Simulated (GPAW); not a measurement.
The system is CoO.

```
Co O
1.0
     1.50547    0.86918    2.43993
    -1.50547    0.86918    2.43993
     0.00000   -1.73837    2.43993
Co O
1 1
Direct
  0.00000 0.00000 0.00000
  0.50000 0.50000 0.50000
```

The cell is a database's computed one.

Base run:

```yaml
Program: GPAW 26.7.0
Functional: PBEsol
Potentials_or_basis: PAW data sets generated in the run's folder for this functional
Cutoff: 800 eV
Basis: pw
k_mesh: 8 × 8 × 8
Occupations: fermi-dirac, width 0.05 eV
Spin: collinear spin, ferromagnetic start
Starting_moments: "[2.0, 0.0] μB"
Hubbard_terms: Co d U = 1 eV
```

Its results: pressure -7.1 GPa; net moment 3.00 μB per cell; site moments Co +2.60; O +0.24 μB.

Question: The run is repeated on the same cell with these changes: hubbard terms from Co d U = 1 eV to Co d U = 3 eV. What comes out?

Answer: Pressure -6.0 GPa; net moment 3.00 μB per cell; site moments Co +2.67; O +0.20 μB.

Caveats: a cell with one magnetic atom can't hold antiferromagnetic order, which such compounds often take.

Not every run made on this cell is shown here.
